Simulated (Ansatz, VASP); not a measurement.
One calculation of ZrB2, two programs

```
Zr B
1.0
     3.17000    0.00000    0.00000
    -1.58500    2.74530    0.00000
     0.00000    0.00000    3.53300
Zr B
1 2
Direct
  0.00000 0.00000 0.00000
  0.33333 0.66667 0.50000
  0.66667 0.33333 0.50000
```

Alike in both runs: task electric field gradients; functional r2SCAN; k mesh 17 × 17 × 13; occupations fermi-dirac, width 0.05 eV; no spin polarisation.

|  | VASP | Ansatz |
| --- | --- | --- |
| version | VASP 6.6.1 | Ansatz 0.2.0 |
| potentials or method | VASP PAW PBE potentials, release 64 (Zr_sv, B) | plane-wave PAW, scalar-relativistic |
| plane-wave cutoff (eV) | 520 | 500 |
| valence electrons in the cell | 18 | 18 |

```tsv
	VASP	Ansatz	Ansatz less VASP
pressure (GPa)	0.8	0.8	-0.09
largest component of the traceless stress (GPa)	1.27	1.27	-0.006
Vzz of the field gradient on the site that differs most (V/Å²)	38.4	41.5	+3.14
```

Ansatz warned: «gradients_without_spin_orbit».

Caveats: the PAW data sets were made with another functional, which shifts forces and pressure a little (VASP).
